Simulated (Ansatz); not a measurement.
# Where the states of CdF₂ lie

```
Cd F
1.0
     3.55338    0.00000    0.00000
    -1.77669    3.07731    0.00000
     0.00000    0.00000    4.96595
Cd F
1 2
Direct
  0.00000 0.00000 0.00000
  0.33333 0.66667 0.20034
  0.66667 0.33333 0.79966
```

The structure comes from a relaxation in the same program, started in the CdI2 type, and has space group P-3m1. Whether it is a known phase or the ground state wasn't checked.

Theory: DFT, PBE, all-electron LAPW, scalar-relativistic in Ansatz 0.2.0.

Numerical set-up: a Γ-centred 13×13×7 k mesh, Fermi–Dirac smearing of 0.05 eV, basis error target 0.5 meV/atom, no spin polarisation.

States per eV and cell, averaged over 0.6 eV, from -5.8 to 3.6 eV, with energies (bin centres) from the valence-band top; empty bins are left out. The partial columns, the largest 4 alone, are projections on Löwdin-orthogonalised atomic shells (those that the program's projection atoms carry: the occupied ones and, for some elements, an empty d or f shell; other empty shells have no column), summed over atoms of an element. Weights on diffuse s and p shells depend on that basis and aren't pure angular character.

```tsv
E (eV)	total	F 2p	Cd 4d	Cd 5s	F 2s
-5.6	0.98	0.19	0.79	0.00	0.00
-5.0	7.40	1.08	6.25	0.03	0.03
-4.4	8.29	0.34	7.89	0.01	0.04
-3.2	0.12	0.10	0.00	0.02	0.00
-2.6	2.53	1.82	0.25	0.43	0.02
-2.0	4.43	3.91	0.30	0.10	0.02
-1.4	3.85	3.60	0.18	0.01	0.01
-0.8	2.82	2.68	0.10	0.00	0.00
-0.2	6.25	5.38	0.83	0.00	0.00
3.4	0.02	0.00	0.00	0.02	0.00
```

Question: Which of the resolved shells contributes most in the top eV of the valence band?

Answer: F 2p, with 89 % of all states there; Cd 4d follows with 10 %.

Question: Where is the centre of the filled Cd 4d states between -12 eV and the top of the filled states?

Answer: -4.40 eV from the valence-band top.
